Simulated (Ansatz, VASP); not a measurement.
# MnO in VASP and in Ansatz

Contents of INCAR:

```
PREC = Accurate ; ENCUT = 520
EDIFF = 1E-7 ; ISMEAR = -1
SIGMA = 0.05 ; LREAL = False
LASPH = True ; NELM = 150
ALGO = Normal ; ISIF = 2
LWAVE = False ; LCHARG = False
ISPIN = 2 ; MAGMOM = 4 0
LORBIT = 11 ; LMAXMIX = 4
GGA = PE ; NBANDS = 20
```

Contents of KPOINTS:

```
Automatic mesh
0
Gamma
  10 10 10
```

POSCAR

```
MnO
1.0
    2.7075557015      0.0000000000      0.0000000000
    0.0000000000      2.7075557015      0.0000000000
    0.0000000000      0.0000000000      2.7075557015
Mn O
1 1
Direct
    0.0000000000      0.0000000000      0.0000000000
    0.5000000000      0.5000000000      0.5000000000
```

Contents of input.yaml:

```yaml
crystal:
  lattice:
    - [2.7075557015, 0.0, 0.0]
    - [0.0, 2.7075557015, 0.0]
    - [0.0, 0.0, 2.7075557015]
  atoms:
    - { symbol: Mn, position: [0.0, 0.0, 0.0], spin: 4.0 }
    - { symbol: O, position: [0.5, 0.5, 0.5] }
hamiltonian:
  xc: pbe
  pseudopotentials: { kind: paw }
magnetization:
  spin_polarized: true
kpoints:
  mp_grid: { grid: [10, 10, 10] }
scf:
  occupations: { method: fermi_dirac, width: 0.05 }
output:
  forces: true
  stress: true
  eigenvalues: true
```

Measurements of this composition are mostly on another form, of space group No. 225.

Alike in both runs: task single point; functional PBE; k mesh 10 × 10 × 10; occupations fermi-dirac, width 0.05 eV; collinear spin.

|  | VASP | Ansatz |
| --- | --- | --- |
| version | VASP 6.6.1 | Ansatz 0.2.0 |
| potentials or method | VASP PAW PBE potentials, release 64 (Mn_pv, O) | Ansatz PAW |
| plane-wave cutoff (eV) | 520 | 420 |
| valence electrons in the cell | 19 | 21 |

|  | VASP | Ansatz | Ansatz less VASP |
| --- | --- | --- | --- |
| gap on the k mesh at the Fermi level (eV) | none | none | - |
| pressure (GPa) | 5.7 | 5.5 | -0.17 |
| net moment per atom (μB) | 2.30 | 2.30 | -0.002 |
| size of the moment on the site where the two differ most (μB) | 4.20 | 4.00 | -0.199 |

Site moments also hang on the region over which each program counts them. A gap of «none» marks a metal or a gap that the smearing closes. The two sets of potentials don't hold the same shells in valence.

Caveats: a cell with one magnetic atom can't hold antiferromagnetic order, which such compounds often take; semilocal functionals often make such compounds metallic where correlation or magnetic order opens a gap, which also shifts bond lengths; the pressure holds a Pulay correction of +0.7 GPa for the finite cutoff (Ansatz).
